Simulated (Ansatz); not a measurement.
Input and command of a calculation in Ansatz (plane waves; scalar-relativistic PAW potentials unless the input names others):

```yaml
crystal:
  lattice:
    - [3.8270206983, 0.0, 0.0]
    - [0.0, 3.8270206983, 0.0]
    - [0.0, 0.0, 3.8270206983]
  atoms:
    - { symbol: Sc, position: [0.0, 0.0, 0.0] }
    - { symbol: Al, position: [0.5, 0.0, 0.5] }
    - { symbol: Al, position: [0.0, 0.5, 0.5] }
    - { symbol: Al, position: [0.5, 0.5, 0.0] }
basis:
  ecutwfc: 420
kpoints:
  mp_grid: { grid: [14, 14, 14], shift: [0.5, 0.5, 0.5] }
hamiltonian:
  xc: pbesol
scf:
  occupations: { method: methfessel_paxton, width: 0.2 }
output:
  forces: true
  eigenvalues: true
  stress: true
```

```bash
ansatz run input.yaml --threads 1 --pin off --max-ram 2560MiB --backend cpu --events-out ev --progress --plain --runs-dir out
```

Abridged log:
```
Pseudopotentials: kind: paw
Pseudopotential: Sc, paw, valence charge 11, recommended cutoff 420 eV (normal)
Pseudopotential: Al, paw, valence charge 3, recommended cutoff 420 eV (normal)
Functional definition: PBEsol
Crystal: 4 atoms, lattice volume = 56.051 Å³
Basis set: ecut = 420 eV, 1045 PW (Γ), exchange–correlation on 54×54×54 points (8 copies of the dense FFT grid, shifted against one another)
Bands: 14, of which v1, the nominal top of the filled ones, is band 10 counted from 1 (9 counted from 0)
Symmetry: 48 space group operations
Space group: Pm-3m (ITA 221), of the structure as read, at distance tolerance 3.8e-5 Å
k-points: 84 of 2744
Initial density: superposition of atomic densities (neutral atoms: chi_scale 0, normalization atom), corrected by the library's trained network
Initial wavefunctions: pseudopotential atomic-orbital guess
Functional: x = pbesol(κ = 0.804, μ = 0.12345679), c = pbesol(β = 0.046)
SCF iter   1: F=—  HF=-3686.157412 eV  |F-HF|=—  |Δ(HF+E_count)|=         —  Δρ=4.12e-3  dr2=2.14e-2  ethr=1.77e-3  ⟨swp⟩=5.2  Hψ=6884  notcnv=0
SCF iter   2: F=—  HF=-3686.152675 eV  |F-HF|=—  |Δ(HF+E_count)|=   4.74e-3  S|Δr|=    0.00e0  Δρ=2.46e-3  dr2=7.70e-3  ethr=1.07e-4  ⟨swp⟩=1.0  Hψ=1848  notcnv=0
SCF iter   3: F=—  HF=-3686.149988 eV  |F-HF|=—  |Δ(HF+E_count)|=   2.69e-3  S|Δr|=    0.00e0  Δρ=2.43e-4  dr2=5.89e-5  ethr=3.85e-5  ⟨swp⟩=2.1  Hψ=1696  notcnv=0
SCF iter   4: F=—  HF=-3686.149996 eV  |F-HF|=—  |Δ(HF+E_count)|=   8.00e-6  S|Δr|=    0.00e0  Δρ=3.51e-4  dr2=1.24e-4  ethr=2.95e-7  ⟨swp⟩=2.0  Hψ=2032  notcnv=0
SCF iter   5: F=—  HF=-3686.149966 eV  |F-HF|=—  |Δ(HF+E_count)|=   2.99e-5  S|Δr|=    0.00e0  Δρ=1.33e-5  dr2=1.57e-7  ethr=2.95e-7  ⟨swp⟩=2.0  Hψ=1871  notcnv=0
SCF iter   6: F=-3686.149966 eV  HF=-3686.149966 eV  |F-HF|=1.34e-9  |Δ(HF+E_count)|=   2.68e-8  S|Δr|=    0.00e0  Δρ=1.63e-6  dr2=2.12e-9  ethr=5.00e-10  ⟨swp⟩=5.1  Hψ=5193  notcnv=0
SCF 1 converged in 6 iterations: F = -3686.149966 eV  dr2 = 2.12e-9
SCF converged after 6 iterations
Stability not checked: this state was not tested for a lower state beside it, because cold or Methfessel-Paxton smearing, or corrected tetrahedra, fill the levels in a way that the test cannot read (fill_not_monotonic; see scf.lower_state_search)
Free energy (F): -3686.149966 eV
Harris-Foulkes:  -3686.149966 eV  (|F-HF|=1.34e-9)
Internal energy: -3686.150824 eV  (E = F + TS)
E sigma→0 (E₀):  -3686.150181 eV
Entropy (-TS):   0.000857 eV (0.214 meV/atom)
Fermi energy:    11.506481 eV
Step filling:    the computed levels leave a gap of 0.0158 eV = 0.1 smearing widths at the electron count; against every level under it full and every level over it empty, smearing changes F+E_penalty+E_count by +0.460 meV and its σ→0 estimate by +0.246 meV
--- Forces (eV/Å), atoms counted from 1 ---
  atom   1  Sc     0.00000000     0.00000000     0.00000000
  atom   2  Al     0.00000000     0.00000000     0.00000000
  atom   3  Al     0.00000000     0.00000000     0.00000000
  atom   4  Al     0.00000000     0.00000000     0.00000000
--- Stress (GPa, compression-positive) ---
       24.692388       0.000000       0.000000
        0.000000      24.692388       0.000000
        0.000000       0.000000      24.692388
  P = ⅓ Tr σ = 24.6924 GPa (246.924 kbar)
```

Apart from outputs and empty bands, the input differs from a reference run on usual settings in kpoints.mp_grid.shift: not typed → [0.5, 0.5, 0.5]; scf.occupations.method: "gaussian" → "methfessel_paxton"; scf.occupations.width: 0.1 → 0.2. The reference, at the same geometry (not necessarily relaxed), gave pressure 24.69 GPa, largest force 0.000 eV/Å, no gap on the mesh. This run converged in 6 SCF iterations (reference: 6) with an energy at zero smearing 0.10 meV/atom below the reference's, pressure 24.69 GPa, largest force 0.000 eV/Å, no gap on the mesh. Its smearing width is looser than usual, yet energy, pressure and forces hardly moved.

The run took 3.6 s on 1 thread of AMD EPYC 7R43 64-Core Processor (Zen 3), with other jobs on the host, peak memory 0.38 GiB.